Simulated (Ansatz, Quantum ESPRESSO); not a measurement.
**TiTe: programs and potentials compared**

```xyz
4
Lattice="3.8420 0.0000 0.0000 -1.9210 3.3273 0.0000 0.0000 0.0000 6.4030" Properties=species:S:1:pos:R:3 pbc="T T T"
Te    1.9210    1.1091    4.8022
Te    0.0000    2.2182    1.6007
Ti    0.0000    0.0000    3.2015
Ti    0.0000    0.0000    0.0000
```

Alike in all runs: task band structure; functional LDA; k mesh 8 × 8 × 4; occupations fermi-dirac, width 0.05 eV; no spin polarisation; no spin-orbit coupling. LDA stands for any of its common fits. Pressure is positive in compression and, in plane waves, holds the error of the finite cutoff, which Ansatz's Pulay term estimates and takes out.

```csv
program and potentials,plane-wave cutoff (eV),notes,pressure (GPa)
"Ansatz, Ansatz PAW",420,"potentials made for PBE, which Ansatz adapts in part; 14 valence electrons an atom on average; Pulay term of +0.05 GPa included",0.65
"Quantum ESPRESSO, GBRV 1.5 LDA",612,9 valence electrons an atom on average,1.09
"Ansatz, all-electron LAPW, scalar-relativistic",-,-,0.68
```

The pressure spans 0.65 (Ansatz, Ansatz PAW) to 1.09 GPa (Quantum ESPRESSO, GBRV 1.5 LDA), with all-electron results at 0.68.

The functional is the same throughout but for its coding, so the spread measures potentials, basis and numerics; runs on potential files found faulty are left out.
